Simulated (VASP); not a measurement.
AlAs in VASP 6.6.1, single-point calculation

INCAR

```
LWAVE = .FALSE.
METAGGA = R2SCAN
SIGMA = 0.01
NSW = 0
NELM = 71
PREC = Accurate
LREAL = .FALSE.
LASPH = .TRUE.
ALGO = Normal
EDIFF = 1E-7
NBANDS = 11
ISIF = 2
ISYM = 0
ISMEAR = 0
LCHARG = .FALSE.
IBRION = -1
ENCUT = 520
```

KPOINTS

```
KPOINTS created by Atomic Simulation Environment
0
Gamma
4 4 4
0 0 0
```

POSCAR

```
Al As
 1.0000000000000000
     0.0000000000000000    2.8389246377751847    2.8389246377751847
     2.8389246377751847    0.0000000000000000    2.8389246377751847
     2.8389246377751847    2.8389246377751847    0.0000000000000000
 Al  As
   1   1
Cartesian
  0.0000000000000000 -0.0000000000000000 -0.0000000000000000
  1.4194623188875921  1.4194623188875921  1.4194623188875921
```

The recommended PBE PAW datasets give the neutral cell 8 valence electrons.

Command

```
mpirun -np 1 vasp_std
```

How does this run end, and what does it give?

It converged. Results: gap between bands v and c on the k mesh 1.78 eV; least direct gap on the k mesh 2.63 eV; pressure 0.2 GPa. Band v is the last that the valence electrons fill when counted band by band, and c is the next.

OSZICAR

```
N       E                     dE             d eps       ncg     rms          rms(c)
DAV:   1     0.824445345341E+00    0.82445E+00   -0.31080E+03   792   0.569E+02
DAV:   2    -0.228105673837E+02   -0.23635E+02   -0.22387E+02  1006   0.892E+01
DAV:   3    -0.238424124170E+02   -0.10318E+01   -0.10295E+01  1014   0.189E+01
DAV:   4    -0.238511568195E+02   -0.87444E-02   -0.87437E-02   925   0.205E+00
DAV:   5    -0.238513306425E+02   -0.17382E-03   -0.17382E-03   968   0.285E-01    0.438E+00
DAV:   6    -0.225849361398E+02    0.12664E+01   -0.68757E-01   864   0.361E+00    0.254E+00
DAV:   7    -0.225874283917E+02   -0.24923E-02   -0.19538E-01   930   0.205E+00    0.106E+00
DAV:   8    -0.225942420695E+02   -0.68137E-02   -0.13210E-02   960   0.716E-01    0.196E-01
DAV:   9    -0.225940817187E+02    0.16035E-03   -0.16793E-03   920   0.177E-01    0.134E-01
DAV:  10    -0.225941278615E+02   -0.46143E-04   -0.14823E-04   927   0.930E-02    0.429E-02
DAV:  11    -0.225941230229E+02    0.48385E-05   -0.13618E-05   952   0.168E-02    0.211E-02
DAV:  12    -0.225941240344E+02   -0.10115E-05   -0.51438E-06   912   0.957E-03    0.602E-03
DAV:  13    -0.225941249666E+02   -0.93220E-06   -0.53646E-07   932   0.323E-03    0.445E-04
DAV:  14    -0.225941249345E+02    0.32184E-07   -0.19578E-08   534   0.911E-04
   1 F= -.22594125E+02 E0= -.22594125E+02  d E =-.176501E-41
```

These settings aren't sound, so the numbers aren't properties of the crystal.

On sound settings r²SCAN gives a gap of 1.81 eV on its mesh and a pressure of 0.0 GPa for the intended cell.
